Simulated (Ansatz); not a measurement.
Rutile GeO₂ was calculated with RPBE (PAW; Ansatz, a first-principles code).

Settings: plane-wave cutoff 520 eV, 8×8×12 k mesh (along the axes of the cell as run), Fermi–Dirac smearing 0.01 eV, scalar-relativistic PAW data made under PBE.

On both sides of the equilibrium volume: at 9.803 Å³/atom the pressure is 3.69 GPa and the direct gap at Γ 1.237 eV; at 10.203 Å³/atom they are -3.12 GPa and 0.892 eV. The fitted bulk modulus is 169 GPa.

### Question
Work out the volume deformation potential of this gap and its pressure coefficient, in two ways.

### Answer
a_V = dE_g/d ln V = (0.892 − 1.237)/ln(10.203/9.803) = -8.63 eV. Since dP = −B d ln V, dE_g/dP = −a_V/B = 51 meV/GPa. Straight from the pressures: (1.237 − 0.892)/(3.69 − (-3.12)) = 51 meV/GPa. At this level and over this range the gap at Γ widens under pressure.

Spin–orbit coupling is not included.

Note: the bulk modulus comes from volumes at which shape and atoms were relaxed.
